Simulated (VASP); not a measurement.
# LiH (Pm-3m) in VASP: further runs

The runs below take LiH through relaxation of cell and atoms, with RPBE, RPBE+D3.

Program: VASP 6.6.1. These are calculated values, not measurements. Logs are shortened: lines on timing, memory, paths and dates and some standing lists are left out, and cuts for length are marked.

## 1. Starting point

Symmetry: Pm-3m, No. 221, cubic system. The conventional cell has a = 2.507 Å, b = 2.507 Å, c = 2.507 Å, α = 90.00°, β = 90.00°, γ = 90.00°. Around Li (site symmetry m-3m) lie 8 H at 2.17 Å. H (site symmetry m-3m) has 8 Li at 2.17 Å as nearest neighbours.

The cell was built by a generator and needn't be a form met in nature.

## 2. Relaxation of cell and atoms, RPBE

The input, INCAR:

```
ALGO     = Normal         # electronic algorithm
EDIFF    = 1E-6           # SCF threshold, eV
EDIFFG   = -0.01          # ionic threshold
ENCUT    = 600            # plane-wave cutoff, eV
GGA      = RP             # functional
IBRION   = 2              # ionic algorithm
ISIF     = 3              # what is computed and relaxed
ISMEAR   = -1             # smearing method
LASPH    = True           # aspherical terms in the spheres
LCHARG   = False          # write CHGCAR
LREAL    = False          # projectors in reciprocal space
LWAVE    = False          # write WAVECAR
NELM     = 100            # most SCF steps
NSW      = 60             # ionic steps
PREC     = Accurate       # precision mode
SIGMA    = 0.05           # smearing width, eV
```

The input, KPOINTS:

```
k-points
0
Gamma
  11 11 11
```

The input, POSCAR:

```
LiH
1.0
    2.5069900000      0.0000000000      0.0000000000
    0.0000000000      2.5069900000      0.0000000000
    0.0000000000      0.0000000000      2.5069900000
Li H
1 1
Direct
    0.5000000000      0.5000000000      0.5000000000
    0.0000000000      0.0000000000      0.0000000000
```

Potentials or basis: VASP PAW PBE potentials, release 64 (Li_sv, H).

Command:

```sh
$ cat potpaw_PBE.64/Li_sv/POTCAR potpaw_PBE.64/H/POTCAR > POTCAR
$ mpirun -np 1 vasp_std > vasp.out
```

OUTCAR:

```text
EDIFF = 1E-6
   EDIFFG = -0.01
   ENCUT = 600
   GGA = RP
   IBRION = 2
   ISIF = 3
   ISMEAR = -1
   LASPH = True
   LREAL = False
   NELM = 100
   NSW = 60
   PREC = Accurate

 ion  position               nearest neighbor table
   1  0.500  0.500  0.500-
   2  0.000  0.000  0.000-

  LATTYP: Found a simple cubic cell.
 ALAT       =     2.5069900000

  Lattice vectors:

 A1 = (   2.5069900000,   0.0000000000,   0.0000000000)
 A2 = (   0.0000000000,   2.5069900000,   0.0000000000)
 A3 = (   0.0000000000,   0.0000000000,   2.5069900000)

Analysis of symmetry for initial positions (statically):
=====================================================================
 Subroutine PRICEL returns:
 Original cell was already a primitive cell.

 Routine SETGRP: Setting up the symmetry group for a
 simple cubic supercell.

 Subroutine GETGRP returns: Found 48 space group operations
 (whereof 48 operations were pure point group operations)
 out of a pool of 48 trial point group operations.

The static configuration has the point symmetry O_h .

Analysis of symmetry for dynamics (positions and initial velocities):
=====================================================================
 Subroutine PRICEL returns:
 Original cell was already a primitive cell.

 Routine SETGRP: Setting up the symmetry group for a
 simple cubic supercell.

 Subroutine GETGRP returns: Found 48 space group operations
 (whereof 48 operations were pure point group operations)
 out of a pool of 48 trial point group operations.

The dynamic configuration has the point symmetry O_h .

 Subroutine INISYM returns: Found 48 space group operations
 (whereof 48 operations are pure point group operations),
 and found     1 'primitive' translations

----------------------------------------------------------------------------------------

                                     Primitive cell

  volume of cell :      15.7564

  direct lattice vectors                    reciprocal lattice vectors
     2.506990000  0.000000000  0.000000000     0.398884718  0.000000000  0.000000000
     0.000000000  2.506990000  0.000000000     0.000000000  0.398884718  0.000000000
     0.000000000  0.000000000  2.506990000     0.000000000  0.000000000  0.398884718

  length of vectors
     2.506990000  2.506990000  2.506990000     0.398884718  0.398884718  0.398884718

  position of ions in fractional coordinates (direct lattice)
     0.500000000  0.500000000  0.500000000
     0.000000000  0.000000000  0.000000000

  ion indices of the primitive-cell ions
   primitive index   ion index
                 1           1
                 2           2

----------------------------------------------------------------------------------------

 KPOINTS: k-points

Automatic generation of k-mesh.
 Grid dimensions read from file:
 generate k-points for:   11   11   11

 Generating k-lattice:

  Cartesian coordinates                     Fractional coordinates (reciprocal lattice)
     0.036262247  0.000000000  0.000000000     0.090909091  0.000000000  0.000000000
     0.000000000  0.036262247  0.000000000     0.000000000  0.090909091  0.000000000
     0.000000000  0.000000000  0.036262247     0.000000000  0.000000000  0.090909091

  Length of vectors
     0.036262247  0.036262247  0.036262247

  Shift w.r.t. Gamma in fractional coordinates (k-lattice)
     0.000000000  0.000000000  0.000000000

 Subroutine IBZKPT returns following result:
 ===========================================

 Found     56 irreducible k-points:

 Following reciprocal coordinates:
            Coordinates               Weight
  0.000000  0.000000  0.000000      1.000000
  0.090909  0.000000  0.000000      6.000000
  0.181818  0.000000  0.000000      6.000000
  0.272727  0.000000  0.000000      6.000000
  0.363636  0.000000  0.000000      6.000000
  0.454545  0.000000  0.000000      6.000000
[... 16 lines left out ...]
  0.181818  0.090909  0.090909     24.000000
  0.272727  0.090909  0.090909     24.000000
 [... further k-points ...]
   k-points           NKPTS =     56   k-points in BZ     NKDIM =     56   number of bands    NBANDS=      6
   number of dos      NEDOS =    301   number of ions     NIONS =      2
   total plane-waves  NPLWV =   8000
   dimension x,y,z NGX =    20 NGY =   20 NGZ =   20
   dimension x,y,z NGXF=    40 NGYF=   40 NGZF=   40
   ions per type =               1   1
   NGX,Y,Z   is equivalent  to a cutoff of  13.26, 13.26, 13.26 a.u.
   NGXF,Y,Z  is equivalent  to a cutoff of  26.53, 26.53, 26.53 a.u.
 SYSTEM =  unknown system
   PREC   = accura    normal or accurate (medium, high low for compatibility)
   ISTART =      0    job   : 0-new  1-cont  2-samecut
   ICHARG =      2    charge: 1-file 2-atom 10-const
   ISPIN  =      1    spin polarized calculation?
   LNONCOLLINEAR =      F non collinear calculations
   LSORBIT =      F    spin-orbit coupling
   LASPH  =      T    aspherical Exc in radial PAW
   ENCUT  =  600.0 eV  44.10 Ry    6.64 a.u.   5.01  5.01  5.01*2*pi/ulx,y,z
   NELM   =    100;   NELMIN=  2; NELMDL= -5     # of ELM steps
   EDIFF  = 0.1E-05   stopping-criterion for ELM
   LREAL  =      F    real-space projection
   EDIFFG = -.1E-01   stopping-criterion for IOM
   NSW    =     60    number of steps for IOM
   IBRION =      2    ionic relax: 0-MD 1-quasi-New 2-CG
   NFREE  =      1    steps in history (QN), initial steepest desc. (CG)
   ISIF   =      3    stress and relaxation
   ISYM   =      2    0-nonsym 1-usesym 2-fastsym
   POTIM  = 0.5000    time-step for ionic-motion
   TEBEG  =    0.0;   TEEND  =   0.0 temperature during run
   PSTRESS=    0.0 pullay stress
   NELECT =       4.0000    total number of electrons
   NUPDOWN=      -1.0000    fix difference up-down
   EMIN   =  10.00;   EMAX   =-10.00  energy-range for DOS
   EFERMI =   0.00;   METHOD = LEGACY
   ISMEAR =    -1;   SIGMA  =   0.05  broadening in eV -4-tet -1-fermi 0-gaus
   EFERMI_NEDOS =   21; number of points for ismear=-14 and -15
   IALGO  =     38    algorithm
   IMIX   =      4    mixing-type and parameters
     AMIX     =   0.40;   BMIX     =  1.00
     AMIX_MAG =   1.60;   BMIX_MAG =  1.00
  volume/ion in A,a.u.               =       7.88        53.16
  Fermi-wavevector in a.u.,A,eV,Ry     =   1.036594  1.958880 14.619843  1.074528
  Thomas-Fermi vector in A             =   2.170993
   LORBIT       =      0    0 simple, 1 ext, 2 COOP (PROOUT), +10 PAW based schemes
   GGA     = RP    functional components
   LHFCALC =     F    Hartree Fock is set to
   AEXX    =    0.0000 exact exchange contribution
   IVDW    =     0    specifies the selected vdW correction
   LEPSILON=     F    determine dielectric tensor
   LRPA    =     F    only Hartree local field effects (RPA)
 conjugate gradient relaxation of ions
 non-spin polarized calculation
  energy-cutoff  :      600.00
  volume of cell :       15.76
 maximum number of plane-waves:       537
   NGX = 11   NGY = 11   NGZ = 11

--------------------------------------- Ionic step        1  -------------------------------------------

 number of electron       4.0000012 magnetization

 Free energy of the ion-electron system (eV)
  ---------------------------------------------------
  ext. energy  EPLUGINS =         0.00000000
  ---------------------------------------------------
  free energy    TOTEN  =        -5.55082288 eV

  energy without entropy =       -5.55082283  energy(sigma->0) =       -5.55082286

------------------------ aborting loop because EDIFF is reached ----------------------------------------

  FORCE on cell =-STRESS in cart. coord.  units (eV):
  Direction    XX          YY          ZZ          XY          YZ          ZX
  --------------------------------------------------------------------------------------
  -------------------------------------------------------------------------------------
  Total        0.1136741      0.1136741      0.1136741      0.0000000      0.0000000      0.0000000
  in kB       11.5588411     11.5588411     11.5588411      0.0000000      0.0000000      0.0000000
  external PRESSURE =      11.5588411 kB  Pullay stress =       0.0000000 kB
[... 57 lines left out ...]
  energy  without entropy=       -5.5516427689  energy(sigma->0) =       -5.55164279

--------------------------------------- Ionic step        3  -------------------------------------------

 number of electron       4.0000010 magnetization

 Free energy of the ion-electron system (eV)
  ---------------------------------------------------
  ext. energy  EPLUGINS =         0.00000000
  ---------------------------------------------------
  free energy    TOTEN  =        -5.55269750 eV

  energy without entropy =       -5.55269745  energy(sigma->0) =       -5.55269748

 E-fermi :   3.6576     XC(G=0):  -8.4179

 val. band max:        3.0122643779   @ k =   0.4545   0.4545   0.4545
 cond. band min:       4.3346691068   @ k =   0.4545   0.0000   0.0000
 fundamental gap:      1.3224047289
 Fermi energy:         3.6576446325

 k-point     1 :       0.0000    0.0000    0.0000
  band No.  band energies     occupation
      1     -44.9333      2.00000
      2      -5.2182      2.00000
      3      15.2921      0.00000
      4      15.2921      0.00000
      5      15.2921      0.00000
      6      15.5169      0.00000

 k-point     2 :       0.0909    0.0000    0.0000
  band No.  band energies     occupation
      1     -44.9297      2.00000
      2      -5.0946      2.00000
      3      12.8254      0.00000
      4      15.4754      0.00000
      5      15.4754      0.00000
      6      15.7189      0.00000
[... 190 lines left out ...]
 k-point    24 :       0.2727    0.0909    0.0909
  band No.  band energies     occupation
      1     -44.9010      2.00000
      2      -3.8987      2.00000
      3       7.5817      0.00000
      4      13.3401      0.00000
      5      14.3500      0.00000
      6      18.5847      0.00000

 [... further k-points ...]

------------------------ aborting loop because EDIFF is reached ----------------------------------------

  FORCE on cell =-STRESS in cart. coord.  units (eV):
  Direction    XX          YY          ZZ          XY          YZ          ZX
  --------------------------------------------------------------------------------------
  -------------------------------------------------------------------------------------
  Total       -0.0000891     -0.0000891     -0.0000891      0.0000000      0.0000000     -0.0000000
  in kB       -0.0087702     -0.0087702     -0.0087702      0.0000000      0.0000000     -0.0000000
  external PRESSURE =      -0.0087702 kB  Pullay stress =       0.0000000 kB
[... 17 lines left out ...]
  FREE ENERGIE OF THE ION-ELECTRON SYSTEM (eV)
  ---------------------------------------------------
  free  energy   TOTEN  =        -5.5526974982 eV

  energy  without entropy=       -5.5526974544  energy(sigma->0) =       -5.55269748

 reached required accuracy - stopping structural energy minimisation
```

It took 7.5 s on 1 thread of Intel Xeon Platinum 8259CL at 2.50GHz (Skylake/Cascade Lake), shared host; peak memory 0.12 GiB.

What came out:

```
Free energy                            : -5.5527 eV
Relaxed volume                         : 8.14 Å³/atom
Relaxed cell                           : a = 2.534 Å, b = 2.534 Å, c = 2.534 Å, α = 90.00°, β = 90.00°, γ = 90.00°
Space group after relaxing (to 0.05 Å) : Pm-3m (No. 221)
Energy gained by relaxing              : 0.9 meV/atom
Ionic steps                            : 3
Pressure after relaxing                : 0.0 GPa
Band gap on the k mesh                 : 1.32 eV, indirect (least direct gap 4.79 eV)
```

Step by step:
```csv
step,energy change (eV),largest force (eV/Å),pressure (GPa),volume (Å³)
1,0.0000,0.0000,1.16,15.76
2,-0.0008,0.0000,0.86,15.89
3,-0.0019,0.0000,0.00,16.28
```

Final structure:
```cif
data_structure
_symmetry_space_group_name_H-M 'P 1'
_symmetry_Int_Tables_number 1
_cell_length_a 2.5345
_cell_length_b 2.5345
_cell_length_c 2.5345
_cell_angle_alpha 90.000
_cell_angle_beta 90.000
_cell_angle_gamma 90.000
_cell_volume 16.28
loop_
_atom_site_label
_atom_site_type_symbol
_atom_site_fract_x
_atom_site_fract_y
_atom_site_fract_z
_atom_site_occupancy
Li1 Li 0.50000 0.50000 0.50000 1
H1 H 0.00000 0.00000 0.00000 1
```

Levels at points of the mesh, in eV from the valence-band top:
```
           k point  band 1  band 2  band 3  band 4  band 5
(0.00, 0.00, 0.00)  -47.95   -8.23   12.28   12.28   12.28
```

Caveat: the cutoff is under 1.25 times the usual one of these potentials, so pressure, stress and relaxed cells hold a basis-set (Pulay) error; the PAW data sets were made with another functional, which shifts forces and pressure a little; an odd mesh through Γ misses points on the zone boundary, where band edges often lie.

(Continued in part 2 of 2.)
